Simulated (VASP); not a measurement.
# La (Im-3m) in VASP: equation of state

Aim: energy against volume of La in PBE, for its equilibrium volume and stiffness.

Everything below comes from runs of VASP 6.6.1. Logs are shortened: lines on timing, memory, paths and dates and some standing lists are left out, and cuts for length are marked.

## Step 1: Starting point

It takes space group Im-3m (No. 229, cubic). The conventional cell has a = 4.248 Å, b = 4.248 Å, c = 4.248 Å, α = 90.00°, β = 90.00°, γ = 90.00°. Around La (site symmetry m-3m) lie 8 La at 3.68 Å.

This isn't the form of La at room conditions, which is double hcp.

## Step 2: Equation of state, PBE, 36.02 Å³/atom (volume scaled by 0.94)

File INCAR:

```
SYSTEM = La
PREC = Accurate ; ENCUT = 520
EDIFF = 1E-7 ; ISMEAR = -1
SIGMA = 0.05 ; LREAL = .FALSE.
LASPH = .TRUE. ; NELM = 80
ALGO = Normal ; ISIF = 2
LWAVE = .FALSE. ; LCHARG = .FALSE.
GGA = PE ; NBANDS = 12
```

File KPOINTS:

```
regular mesh
0
G
  9 9 9
  0 0 0
```

File POSCAR:

```
La
1.0
   -2.0804754144      2.0804754144      2.0804754144
    2.0804754144     -2.0804754144      2.0804754144
    2.0804754144      2.0804754144     -2.0804754144
La
1
Direct
    0.0000000000      0.0000000000      0.0000000000
```

Potentials or basis: VASP PAW PBE potentials, release 64 (La).

Command:

```bash
$ cat potpaw_PBE.64/La/POTCAR > POTCAR
$ mpirun -np 1 vasp_std > vasp.out
```

OUTCAR:

```text
SYSTEM = La
   PREC = Accurate
   ENCUT = 520
   EDIFF = 1E-7
   ISMEAR = -1
   LREAL = .FALSE.
   LASPH = .TRUE.
   NELM = 80
   ISIF = 2
   GGA = PE

 ion  position               nearest neighbor table
   1  0.000  0.000  0.000-

  LATTYP: Found a body centered cubic cell.
 ALAT       =     4.1609508288

  Lattice vectors:

 A1 = (  -2.0804754144,   2.0804754144,   2.0804754144)
 A2 = (   2.0804754144,  -2.0804754144,   2.0804754144)
 A3 = (   2.0804754144,   2.0804754144,  -2.0804754144)

Analysis of symmetry for initial positions (statically):
=====================================================================
 Subroutine PRICEL returns:
 Original cell was already a primitive cell.

 Routine SETGRP: Setting up the symmetry group for a
 body centered cubic supercell.

 Subroutine GETGRP returns: Found 48 space group operations
 (whereof 48 operations were pure point group operations)
 out of a pool of 48 trial point group operations.

The static configuration has the point symmetry O_h .

Analysis of symmetry for dynamics (positions and initial velocities):
=====================================================================
 Subroutine PRICEL returns:
 Original cell was already a primitive cell.

 Routine SETGRP: Setting up the symmetry group for a
 body centered cubic supercell.

 Subroutine GETGRP returns: Found 48 space group operations
 (whereof 48 operations were pure point group operations)
 out of a pool of 48 trial point group operations.

The dynamic configuration has the point symmetry O_h .

 Subroutine INISYM returns: Found 48 space group operations
 (whereof 48 operations are pure point group operations),
 and found     1 'primitive' translations

----------------------------------------------------------------------------------------

                                     Primitive cell

  volume of cell :      36.0203

  direct lattice vectors                    reciprocal lattice vectors
    -2.080475414  2.080475414  2.080475414     0.000000000  0.240329685  0.240329685
     2.080475414 -2.080475414  2.080475414     0.240329685  0.000000000  0.240329685
     2.080475414  2.080475414 -2.080475414     0.240329685  0.240329685  0.000000000

  length of vectors
     3.603489122  3.603489122  3.603489122     0.339877499  0.339877499  0.339877499

  position of ions in fractional coordinates (direct lattice)
     0.000000000  0.000000000  0.000000000

  ion indices of the primitive-cell ions
   primitive index   ion index
                 1           1

----------------------------------------------------------------------------------------

 KPOINTS: regular mesh

Automatic generation of k-mesh.
 Grid dimensions read from file:
 generate k-points for:    9    9    9

 Generating k-lattice:

  Cartesian coordinates                     Fractional coordinates (reciprocal lattice)
     0.000000000  0.026703298  0.026703298     0.111111111  0.000000000  0.000000000
     0.026703298  0.000000000  0.026703298     0.000000000  0.111111111  0.000000000
     0.026703298  0.026703298  0.000000000     0.000000000  0.000000000  0.111111111

  Length of vectors
     0.037764167  0.037764167  0.037764167

  Shift w.r.t. Gamma in fractional coordinates (k-lattice)
     0.000000000  0.000000000  0.000000000

 Subroutine IBZKPT returns following result:
 ===========================================

 Found     35 irreducible k-points:

 Following reciprocal coordinates:
            Coordinates               Weight
  0.000000  0.000000  0.000000      1.000000
  0.111111  0.000000  0.000000     12.000000
  0.222222  0.000000  0.000000     12.000000
  0.333333  0.000000  0.000000     12.000000
  0.444444  0.000000  0.000000     12.000000
  0.111111  0.111111  0.000000     24.000000
[... 27 lines left out ...]
 -0.444444 -0.444444  0.333333      8.000000
 -0.444444  0.444444  0.444444      6.000000
   k-points           NKPTS =     35   k-points in BZ     NKDIM =     35   number of bands    NBANDS=     12
   number of dos      NEDOS =    301   number of ions     NIONS =      1
   total plane-waves  NPLWV =  21952
   dimension x,y,z NGX =    28 NGY =   28 NGZ =   28
   dimension x,y,z NGXF=    56 NGYF=   56 NGZF=   56
   ions per type =               1
   NGX,Y,Z   is equivalent  to a cutoff of  12.92, 12.92, 12.92 a.u.
   NGXF,Y,Z  is equivalent  to a cutoff of  25.84, 25.84, 25.84 a.u.
 SYSTEM =  La
   PREC   = accura    normal or accurate (medium, high low for compatibility)
   ISTART =      0    job   : 0-new  1-cont  2-samecut
   ICHARG =      2    charge: 1-file 2-atom 10-const
   ISPIN  =      1    spin polarized calculation?
   LNONCOLLINEAR =      F non collinear calculations
   LSORBIT =      F    spin-orbit coupling
   LASPH  =      T    aspherical Exc in radial PAW
   ENCUT  =  520.0 eV  38.22 Ry    6.18 a.u.   6.70  6.70  6.70*2*pi/ulx,y,z
   NELM   =     80;   NELMIN=  2; NELMDL= -5     # of ELM steps
   EDIFF  = 0.1E-06   stopping-criterion for ELM
   LREAL  =      F    real-space projection
   EDIFFG = 0.1E-05   stopping-criterion for IOM
   NSW    =      0    number of steps for IOM
   IBRION =     -1    ionic relax: 0-MD 1-quasi-New 2-CG
   NFREE  =      0    steps in history (QN), initial steepest desc. (CG)
   ISIF   =      2    stress and relaxation
   ISYM   =      2    0-nonsym 1-usesym 2-fastsym
   POTIM  = 0.5000    time-step for ionic-motion
   TEBEG  =    0.0;   TEEND  =   0.0 temperature during run
   PSTRESS=    0.0 pullay stress
   NELECT =      11.0000    total number of electrons
   NUPDOWN=      -1.0000    fix difference up-down
   EMIN   =  10.00;   EMAX   =-10.00  energy-range for DOS
   EFERMI =   0.00;   METHOD = LEGACY
   ISMEAR =    -1;   SIGMA  =   0.05  broadening in eV -4-tet -1-fermi 0-gaus
   EFERMI_NEDOS =   21; number of points for ismear=-14 and -15
   IALGO  =     38    algorithm
   IMIX   =      4    mixing-type and parameters
     AMIX     =   0.40;   BMIX     =  1.00
     AMIX_MAG =   1.60;   BMIX_MAG =  1.00
  volume/ion in A,a.u.               =      36.02       243.08
  Fermi-wavevector in a.u.,A,eV,Ry     =   1.102444  2.083317 16.536282  1.215382
  Thomas-Fermi vector in A             =   2.238887
   LORBIT       =      0    0 simple, 1 ext, 2 COOP (PROOUT), +10 PAW based schemes
   GGA     = PE    functional components
   LHFCALC =     F    Hartree Fock is set to
   AEXX    =    0.0000 exact exchange contribution
   IVDW    =     0    specifies the selected vdW correction
   LEPSILON=     F    determine dielectric tensor
   LRPA    =     F    only Hartree local field effects (RPA)
 non-spin polarized calculation
  energy-cutoff  :      520.00
  volume of cell :       36.02
 maximum number of plane-waves:       979
   NGX = 13   NGY = 13   NGZ = 13

 number of electron      11.0000002 magnetization

 Free energy of the ion-electron system (eV)
  ---------------------------------------------------
  ext. energy  EPLUGINS =         0.00000000
  ---------------------------------------------------
  free energy    TOTEN  =        -4.76622254 eV

  energy without entropy =       -4.74139197  energy(sigma->0) =       -4.75380726

 E-fermi :   8.1430     XC(G=0):  -9.6859

 val. band max:        8.1117983624   @ k =  -0.2222   0.2222   0.2222
 cond. band min:       8.1654946724   @ k =   0.3333   0.2222   0.0000
 fundamental gap:      0.0536963100
 Fermi energy:         8.1430197029

 k-point     1 :       0.0000    0.0000    0.0000
  band No.  band energies     occupation
      1     -24.6899      2.00000
      2      -7.6139      2.00000
      3      -7.6139      2.00000
      4      -7.6139      2.00000
      5       5.0065      2.00000
      6       9.6716      0.00000
      7       9.6716      0.00000
      8       9.6716      0.00000
      9       9.7170      0.00000
     10       9.7170      0.00000
     11       9.7170      0.00000
     12      10.5087      0.00000

 k-point     2 :       0.1111    0.0000    0.0000
  band No.  band energies     occupation
      1     -24.6632      2.00000
      2      -7.8129      2.00000
      3      -7.6718      2.00000
      4      -7.6166      2.00000
      5       5.3997      2.00000
      6       9.1920      0.00000
      7       9.1935      0.00000
      8       9.7017      0.00000
      9       9.8092      0.00000
     10      10.0287      0.00000
     11      10.0445      0.00000
     12      10.4702      0.00000

 k-point     3 :       0.2222    0.0000    0.0000
  band No.  band energies     occupation
      1     -24.5946      2.00000
      2      -8.2837      2.00000
      3      -7.8143      2.00000
      4      -7.6234      2.00000
      5       6.2341      2.00000
      6       8.6506      0.00008
      7       8.7822      0.00001
      8       9.6826      0.00000
      9       9.9786      0.00000
     10      10.1469      0.00000
     11      10.2405      0.00000
     12      10.4218      0.00000
[... 451 lines left out ...]
 k-point    34 :      -0.4444   -0.4444    0.3333
  band No.  band energies     occupation
      1     -24.3187      2.00000
      2      -8.6527      2.00000
      3      -8.6527      2.00000
      4      -8.4143      2.00000
      5       6.5900      2.00000
      6       6.5900      2.00000
      7       9.6968      0.00000
      8       9.9251      0.00000
      9      10.0616      0.00000
     10      10.0616      0.00000
     11      10.5560      0.00000
     12      10.5629      0.00000

 k-point    35 :      -0.4444    0.4444    0.4444
  band No.  band energies     occupation
      1     -24.3007      2.00000
      2      -8.6302      2.00000
      3      -8.5927      2.00000
      4      -8.5927      2.00000
      5       6.2658      2.00000
      6       6.3732      2.00000
      7       9.8706      0.00000
      8      10.0306      0.00000
      9      10.0306      0.00000
     10      10.0360      0.00000
     11      10.5640      0.00000
     12      10.5759      0.00000

------------------------ aborting loop because EDIFF is reached ----------------------------------------

  FORCE on cell =-STRESS in cart. coord.  units (eV):
  Direction    XX          YY          ZZ          XY          YZ          ZX
  --------------------------------------------------------------------------------------
  -------------------------------------------------------------------------------------
  Total        0.2594074      0.2594074      0.2594074      0.0000000     -0.0000000      0.0000000
  in kB       11.5383905     11.5383905     11.5383905      0.0000000     -0.0000000      0.0000000
  external PRESSURE =      11.5383905 kB  Pullay stress =       0.0000000 kB

 VOLUME and BASIS-vectors are now :
 -----------------------------------------------------------------------------
  energy-cutoff  :      520.00
  volume of cell :       36.02
      direct lattice vectors                 reciprocal lattice vectors
    -2.080475414  2.080475414  2.080475414     0.000000000  0.240329685  0.240329685
     2.080475414 -2.080475414  2.080475414     0.240329685  0.000000000  0.240329685
     2.080475414  2.080475414 -2.080475414     0.240329685  0.240329685  0.000000000

 POSITION                                       TOTAL-FORCE (eV/Angst)
 -----------------------------------------------------------------------------------
      0.00000      0.00000      0.00000         0.000000      0.000000     -0.000000
 -----------------------------------------------------------------------------------
    total drift:                                0.000000      0.000000      0.000000

  FREE ENERGIE OF THE ION-ELECTRON SYSTEM (eV)
  ---------------------------------------------------
  free  energy   TOTEN  =        -4.7662225421 eV

  energy  without entropy=       -4.7413919679  energy(sigma->0) =       -4.75380726
```

Wall time 15 s (1 thread of AMD EPYC 9R45 (Zen 5), shared host); peak memory 0.14 GiB.

What came out:

| Item | Value |
| --- | --- |
| Free energy | -4.7662 eV |
| Pressure | 1.2 GPa |
| Band gap on the k mesh | none (metal or under the smearing width) |

## Step 3: Equation of state, PBE, 36.79 Å³/atom (volume scaled by 0.96)

File INCAR:

```
SYSTEM = La
ALGO = Normal
EDIFF = 1E-7
ENCUT = 520
GGA = PE
ISIF = 2
ISMEAR = -1
LASPH = .True.
LCHARG = .False.
LREAL = .False.
LWAVE = .False.
NBANDS = 12
NELM = 80
PREC = Accurate
SIGMA = 0.05
```

File KPOINTS:

```
k-points
0
Gamma
  9 9 9
  0 0 0
```

File POSCAR:

```
La
1.0
   -2.0951271325      2.0951271325      2.0951271325
    2.0951271325     -2.0951271325      2.0951271325
    2.0951271325      2.0951271325     -2.0951271325
La
1
Direct
    0.0000000000      0.0000000000      0.0000000000
```

Potentials or basis: VASP PAW PBE potentials, release 64 (La).

Command:

```bash
$ cat potpaw_PBE.64/La/POTCAR > POTCAR
$ mpirun -np 1 vasp_std > vasp.out
```

Run time: 15 s. Hardware: 1 thread of AMD EPYC 9R45 (Zen 5), shared host; peak memory 0.14 GiB.

The run converged. Its results:

| Item | Value |
| --- | --- |
| Free energy | -4.7704 eV |
| Pressure | 0.5 GPa |
| Band gap on the k mesh | none (metal or under the smearing width) |

## Step 4: Equation of state, PBE, 37.55 Å³/atom (volume scaled by 0.98)

File INCAR:

```
  PREC = Accurate
  ENCUT = 520
  EDIFF = 1E-7
  ISMEAR = -1
  SIGMA = 0.05
  LREAL = F
  LASPH = T
  NELM = 100
  ALGO = Normal
  ISIF = 2
  LWAVE = F
  LCHARG = F
  GGA = PE
  NBANDS = 12
```

File KPOINTS:

```
regular mesh
0
Gamma
  9 9 9
```

File POSCAR:

```
La
1.0
   -2.1095767417      2.1095767417      2.1095767417
    2.1095767417     -2.1095767417      2.1095767417
    2.1095767417      2.1095767417     -2.1095767417
La
1
Direct
    0.0000000000      0.0000000000      0.0000000000
```

Command:

```bash
$ cat potpaw_PBE.64/La/POTCAR > POTCAR
$ mpirun -np 1 vasp_std > vasp.out
```

Run time: 19 s. Hardware: 1 thread of AMD EPYC 9R45 (Zen 5), shared host; peak memory 0.14 GiB.

It converged, with:

- Free energy: -4.7719 eV
- Pressure: 0.0 GPa
- Band gap on the k mesh: none (metal or under the smearing width)

## Step 5: Equation of state, PBE, 39.09 Å³/atom (volume scaled by 1.02)

File INCAR:

```
PREC = Accurate
ENCUT = 520
EDIFF = 1E-7
ISMEAR = -1
SIGMA = 0.05
LREAL = False
LASPH = True
NELM = 60
ALGO = Normal
ISIF = 2
LWAVE = False
LCHARG = False
GGA = PE
NBANDS = 12
```

KPOINTS is that of step 4.

File POSCAR:

```
La
1.0
   -2.1378965873      2.1378965873      2.1378965873
    2.1378965873     -2.1378965873      2.1378965873
    2.1378965873      2.1378965873     -2.1378965873
La
1
Direct
    0.0000000000      0.0000000000      0.0000000000
```

Command:

```bash
$ cat potpaw_PBE.64/La/POTCAR > POTCAR
$ mpirun -np 1 vasp_std > vasp.out
```

Run time: 20 s. Hardware: 1 thread of AMD EPYC 9R45 (Zen 5), shared host; peak memory 0.14 GiB.

The run converged. Its results:

- Free energy: -4.7674 eV
- Pressure: -1.0 GPa
- Band gap on the k mesh: none (metal or under the smearing width)

## Step 6: Equation of state, PBE, 39.85 Å³/atom (volume scaled by 1.04)

File INCAR:

```
ALGO     = Normal         # electronic algorithm
EDIFF    = 1E-7           # SCF threshold, eV
ENCUT    = 520            # plane-wave cutoff, eV
GGA      = PE             # functional
ISIF     = 2              # what is computed and relaxed
ISMEAR   = -1             # smearing method
LASPH    = T              # aspherical terms in the spheres
LCHARG   = F              # write CHGCAR
LREAL    = F              # projectors in reciprocal space
LWAVE    = F              # write WAVECAR
NBANDS   = 12             # bands
NELM     = 80             # most SCF steps
PREC     = Accurate       # precision mode
SIGMA    = 0.05           # smearing width, eV
```

File KPOINTS:

```
k-points
0
Gamma
  9 9 9
```

File POSCAR:

```
La
1.0
   -2.1517794217      2.1517794217      2.1517794217
    2.1517794217     -2.1517794217      2.1517794217
    2.1517794217      2.1517794217     -2.1517794217
La
1
Direct
    0.0000000000      0.0000000000      0.0000000000
```

Potentials or basis: VASP PAW PBE potentials, release 64 (La).

Command:

```bash
$ cat potpaw_PBE.64/La/POTCAR > POTCAR
$ mpirun -np 1 vasp_std > vasp.out
```

It took 16 s on 1 thread of AMD EPYC 9R45 (Zen 5), shared host; peak memory 0.14 GiB.

The run converged. Its results:

| Item | Value |
| --- | --- |
| Free energy | -4.7618 eV |
| Pressure | -1.4 GPa |
| Band gap on the k mesh | none (metal or under the smearing width) |

## Step 7: Equation of state, PBE, 40.62 Å³/atom (volume scaled by 1.06)

File INCAR:

```
SYSTEM = La
ALGO = Normal ; EDIFF = 1E-7
ENCUT = 520 ; GGA = PE
ISIF = 2 ; ISMEAR = -1
LASPH = .True. ; LCHARG = .False.
LREAL = .False. ; LWAVE = .False.
NBANDS = 12 ; NELM = 60
PREC = Accurate ; SIGMA = 0.05
```

File KPOINTS:

```
k-points
0
Gamma
  9 9 9
  0 0 0
```

File POSCAR:

```
La
1.0
   -2.1654853927      2.1654853927      2.1654853927
    2.1654853927     -2.1654853927      2.1654853927
    2.1654853927      2.1654853927     -2.1654853927
La
1
Direct
    0.0000000000      0.0000000000      0.0000000000
```

Command:

```bash
$ cat potpaw_PBE.64/La/POTCAR > POTCAR
$ mpirun -np 1 vasp_std > vasp.out
```

Run time: 17 s. Hardware: 1 thread of AMD EPYC 9R45 (Zen 5), shared host; peak memory 0.14 GiB.

Results (log left out):

```yaml
Free_energy: -4.7543 eV
Pressure: -1.8 GPa
Band_gap_on_the_k_mesh: none (metal or under the smearing width)
```

## Step 8: Equation of state, PBE

Potentials or basis: VASP PAW PBE potentials, release 64 (La).

This step only gathers the single runs of the series.

What came out:

```
Equilibrium volume                      : 37.60 Å³/atom
Bulk modulus                            : 26 GPa
Pressure derivative of the bulk modulus : 3.0
```

Energy against volume, from the lowest point:
| volume (Å³/atom) | energy (meV/atom) |
| --- | --- |
| 36.020 | 5.64 |
| 36.787 | 1.44 |
| 37.553 | 0.00 |
| 38.320 | 1.08 |
| 39.086 | 4.48 |
| 39.852 | 10.03 |
| 40.619 | 17.56 |

The run has no spin-orbit coupling, so splittings on La are missing.
